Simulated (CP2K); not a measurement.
# HfC under changes of volume

One of the cells (12.568 Å³/atom); the others are scaled copies at fixed shape and fractional positions:

```
Hf C
1.0
     3.28805    0.00000    0.00000
     1.64402    2.84753    0.00000
     1.64402    0.94918    2.68468
Hf C
1 1
Direct
  0.50000 0.50000 0.50000
  0.00000 0.00000 0.00000
```

* Program: CP2K 2026.2
* Functional: PBEsol
* Potentials or basis: POTENTIAL_UZH Hf GTH-PBE-q12, C GTH-PBE-q4; TZVP-MOLOPT-PBE-GTH basis
* Density cutoff: 6123 eV
* k mesh: 10 × 10 × 10
* Occupations: fermi-dirac, width 0.05 eV
* Spin: no spin polarisation

```csv
volume (Å³/atom),energy over the lowest point (meV/atom),pressure (GPa)
11.814,10.89,9.1
12.065,?,?
12.317,0.00,-1.8
12.568,6.61,-6.5
12.819,18.73,-11.0
13.071,40.03,-14.5
13.322,65.55,-17.9
```

What does the run at 12.065 Å³/atom give?

Energy over the lowest point 1.17 meV/atom; pressure 3.4 GPa.

Worked out: A Birch-Murnaghan fit of order 3 (a polynomial in V^(-2/3)) to the other rows has its minimum at 12.24 Å³/atom with B0 = V·E''(V) = 239 GPa (rough, since the energies scatter). It gives 1.48 meV/atom at 12.065 Å³/atom, against the run's 1.17, and -dE/dV = 3.4 GPa, against 3.4.

Energies are extrapolated to zero smearing.

Caveats: the potentials were made for another functional, which shifts forces and pressure; the basis of atomic orbitals isn't converged, which shifts pressures, moduli and gaps.
